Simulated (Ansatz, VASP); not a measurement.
## BAs in VASP and in Ansatz

```
CELL_PARAMETERS angstrom
0.00000 2.38850 2.38850
2.38850 0.00000 2.38850
2.38850 2.38850 0.00000
ATOMIC_POSITIONS crystal
As 0.75000 0.75000 0.75000
B 0.00000 0.00000 0.00000
```

Alike in both runs: task relaxation of cell and atoms; functional RPBE; k mesh 10 × 10 × 10; occupations fermi-dirac, width 0.05 eV; no spin polarisation.

|  | VASP | Ansatz |
| --- | --- | --- |
| version | VASP 6.6.1 | Ansatz 0.2.0 |
| potentials or method | VASP PAW PBE potentials, release 64 (As, B) | Ansatz PAW |
| plane-wave cutoff (eV) | 600 | 420 |
| valence electrons in the cell | 8 | 18 |

Ansatz gave:

| Quantity | Value |
| --- | --- |
| gap on the k mesh at the Fermi level, each at its own relaxed structure (eV) | 1.26 |
| relaxed volume (Å³/atom) | 14.18 |
| relaxed cell length with the largest relative difference (Å) | 3.423 |
| energy change over the relaxation (meV/atom) | -9 |

**Question.** What did VASP give for the same quantities?

**Answer.** gap on the k mesh at the Fermi level, each at its own relaxed structure (eV): 1.26; relaxed volume (Å³/atom): 14.23; relaxed cell length with the largest relative difference (Å): 3.427; energy change over the relaxation (meV/atom): -11.

The two sets of potentials don't hold the same shells in valence.

Caveats: the PAW data sets were made with another functional, which shifts forces and pressure a little (VASP); the plane-wave basis is chosen anew once the cell has moved, so the energies of steps on either side of that aren't comparable (Ansatz); the PAW data sets come from PBE, with cores solved anew for the run's functional, which leaves a small shift of forces and pressure (Ansatz). Zero-point motion and thermal expansion aren't in these numbers. RPBE and its kin give volumes clearly too large for solids.
